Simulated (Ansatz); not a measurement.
A relaxation computed with Ansatz, from input to last step.

```yaml
crystal:
  lattice:
    - [4.6345197503, 0.0, 0.0]
    - [0.0, 4.6345197503, 0.0]
    - [0.0, 0.0, 3.1126090032]
  atoms:
    - { symbol: V, position: [0.0, 0.0, 0.0], spin: 0.95 }
    - { symbol: V, position: [0.5, 0.5, 0.5], spin: 0.95 }
    - { symbol: O, position: [0.2992167434, 0.2992167434, 0.0] }
    - { symbol: O, position: [0.2007832566, 0.7992167434, 0.5] }
    - { symbol: O, position: [0.7007832566, 0.7007832566, 0.0] }
    - { symbol: O, position: [0.7992167434, 0.2007832566, 0.5] }
basis:
  ecutwfc: 420
kpoints:
  mp_grid: { grid: [6, 6, 10] }
hamiltonian:
  xc: pbe
  hubbard: { sites: [{ species: V, l: d, u_eff: 3.25 }] }
scf:
  occupations: { method: gaussian, width: 0.02 }
output:
  forces: true
  stress: true
  eigenvalues: true
  populations: true
  write_density: true
  write_potential: true
  elf: true
  volumetric_format: npy
magnetization:
  spin_polarized: true
relax:
  adjacent_minimum: "off"
  f_tol: 0.01
  max_steps: 30
  cell: { stress_tol: 0.1, fix: [volume] }
```

```bash
ansatz run input.yaml --threads 2 --pin off --max-ram 5120MiB --backend cpu --events-out ev --progress --plain --runs-dir out
```

Computed with DFT PBE+U, scalar-relativistic, plane waves, PAW (Ansatz).

The volume is held at 1.1 times that of the relaxed cell.

Of 5 frames 4 are shown, positions in Å and forces in eV/Å; the SCF threshold varies from step to step. Steps run on the plane waves of an earlier cell, with a Pulay correction in the pressure. The basis is chosen afresh for the last frame, the zero of the energies, and at times for earlier ones too; energy and pressure step there, also at an unchanged geometry.

```xyz
6
Lattice="4.6345 0.0000 0.0000 0.0000 4.6345 0.0000 0.0000 0.0000 3.1126" Properties=species:S:1:pos:R:3:forces:R:3 pbc="T T T" step=1 free_energy_over_end_meV_per_atom=0.22 pressure_GPa=-18.07
V     0.0000    0.0000    0.0000    0.0000    0.0000    0.0000
V     2.3173    2.3173    1.5563    0.0000    0.0000    0.0000
O     1.3867    1.3867    0.0000    0.0239    0.0239    0.0000
O     0.9305    3.7040    1.5563   -0.0239    0.0239    0.0000
O     3.2478    3.2478    0.0000   -0.0239   -0.0239    0.0000
O     3.7040    0.9305    1.5563    0.0239   -0.0239    0.0000
6
Lattice="4.6377 0.0000 0.0000 0.0000 4.6377 0.0000 0.0000 0.0000 3.1084" Properties=species:S:1:pos:R:3:forces:R:3 pbc="T T T" step=2 free_energy_over_end_meV_per_atom=0.18 pressure_GPa=-18.05
V     0.0000    0.0000    0.0000    0.0000    0.0000    0.0000
V     2.3188    2.3188    1.5542    0.0000    0.0000    0.0000
O     1.3874    1.3874    0.0000    0.0309    0.0309    0.0000
O     0.9314    3.7063    1.5542   -0.0309    0.0309    0.0000
O     3.2502    3.2502    0.0000   -0.0309   -0.0309    0.0000
O     3.7063    0.9314    1.5542    0.0309   -0.0309    0.0000
6
Lattice="4.6419 0.0000 0.0000 0.0000 4.6419 0.0000 0.0000 0.0000 3.1027" Properties=species:S:1:pos:R:3:forces:R:3 pbc="T T T" step=3 free_energy_over_end_meV_per_atom=0.06 pressure_GPa=-17.99
V     0.0000    0.0000    0.0000    0.0000    0.0000    0.0000
V     2.3210    2.3210    1.5513    0.0000    0.0000    0.0000
O     1.3916    1.3916    0.0000    0.0163    0.0163    0.0000
O     0.9294    3.7125    1.5513   -0.0163    0.0163    0.0000
O     3.2504    3.2504    0.0000   -0.0163   -0.0163    0.0000
O     3.7125    0.9294    1.5513    0.0163   -0.0163    0.0000
6
Lattice="4.6441 0.0000 0.0000 0.0000 4.6441 0.0000 0.0000 0.0000 3.0997" Properties=species:S:1:pos:R:3:forces:R:3 pbc="T T T" step=5 free_energy_over_end_meV_per_atom=0.00 pressure_GPa=-17.93
V     0.0000    0.0000    0.0000    0.0000    0.0000    0.0000
V     2.3221    2.3221    1.5499    0.0000    0.0000    0.0000
O     1.3949    1.3949    0.0000   -0.0003   -0.0003    0.0000
O     0.9272    3.7169    1.5499    0.0003   -0.0003    0.0000
O     3.2493    3.2493    0.0000    0.0003    0.0003    0.0000
O     3.7169    0.9272    1.5499   -0.0003    0.0003    0.0000
```

It took 34 s on 2 threads of Intel(R) Xeon(R) Platinum 8559C (Emerald Rapids), on a shared host, peak memory 0.7 GiB.

The state reached may not be the lowest one. Moments started parallel, and an antiferromagnetic order may lie lower.